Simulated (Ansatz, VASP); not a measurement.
## Two plane-wave programs on Mg

```
Mg
1.0
    15.00000    0.00000    0.00000
     0.00000   15.50000    0.00000
     0.00000    0.00000   16.00000
Mg
1
Direct
  0.50000 0.50000 0.50000
```

Alike in both runs: task single point; functional PBEsol; k mesh 1 × 1 × 1; occupations gaussian, width 0.005 eV; no spin polarisation.

|  | VASP | Ansatz |
| --- | --- | --- |
| version | VASP 6.6.1 | Ansatz 0.2.0 |
| potentials or method | VASP PAW PBE potentials, release 64 (Mg) | scalar-relativistic, plane waves, PAW |
| plane-wave cutoff (eV) | 520 | 420 |
| valence electrons in the cell | 2 | 10 |

|  | VASP | Ansatz | Ansatz less VASP |
| --- | --- | --- | --- |
| gap on the k mesh at the Fermi level (eV) | 3.37 | 3.38 | +0.002 |
| least direct gap on the mesh (eV) | 3.37 | 3.38 | +0.002 |

The two sets of potentials don't hold the same shells in valence.
